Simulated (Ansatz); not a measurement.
LiF under compression and expansion

```cif
data_structure
_symmetry_space_group_name_H-M 'Fm-3m'
_symmetry_Int_Tables_number 225
_cell_length_a 4.0681
_cell_length_b 4.0681
_cell_length_c 4.0681
_cell_angle_alpha 90.000
_cell_angle_beta 90.000
_cell_angle_gamma 90.000
_cell_volume 67.32
loop_
_atom_site_label
_atom_site_type_symbol
_atom_site_symmetry_multiplicity
_atom_site_Wyckoff_symbol
_atom_site_fract_x
_atom_site_fract_y
_atom_site_fract_z
_atom_site_occupancy
Li1 Li 4 a 0.00000 0.00000 0.00000 1
F1 F 4 b 0.50000 0.00000 0.00000 1
```

The runs use the primitive cell with vectors (0.000, 2.034, 2.034), (2.034, 0.000, 2.034), (2.034, 2.034, 0.000) Å, to which the k mesh refers.

The cell was built from the rocksalt type and relaxed in the same program, and has space group Fm-3m; it needn't be a known or the stable phase.

Methods: DFT, PBE, all-electron LAPW, scalar-relativistic (Ansatz 0.2.0); DFT, PBE, PAW with Ansatz's default frozen-core files, scalar-relativistic (Ansatz 0.2.0).

For LAPW: a Γ-centred 14×14×14 k mesh, Fermi–Dirac smearing of 0.03 eV, basis error target 0.5 meV/atom, no spin polarisation. PAW takes a cutoff of 420 eV at this cell. The Ansatz runs share mesh, smearing and spin set-up. Plane-wave (PAW) pressures include the program's estimate of the Pulay term.

The cell above is scaled evenly, with fractional coordinates and shape held.

```
V/V(cell)  V (Å³/atom)  P, LAPW (GPa)  P, PAW (GPa)  gap on the k mesh, LAPW (eV)
   0.9500        7.995           3.71          3.83                          9.26
   0.9750        8.205           1.69          1.79                          9.03
   1.0000        8.416          -0.09         -0.01                          8.81
   1.0250        8.626          -1.65         -1.58                          8.60
   1.0500        8.836          -3.03         -2.97                          8.40
```

Problem. What do Birch–Murnaghan fits to the pressures give?

Solution. LAPW: V0 = 8.40 Å³/atom, B0 = 67 GPa, B0′ = 4.2; PAW: V0 = 8.41 Å³/atom, B0 = 67 GPa, B0′ = 4.1.

PAW's V0 lies 0.13 % from the all-electron value and its B0 0.4 %. Symmetry fixes shape and coordinates here, so this is the relaxed modulus.
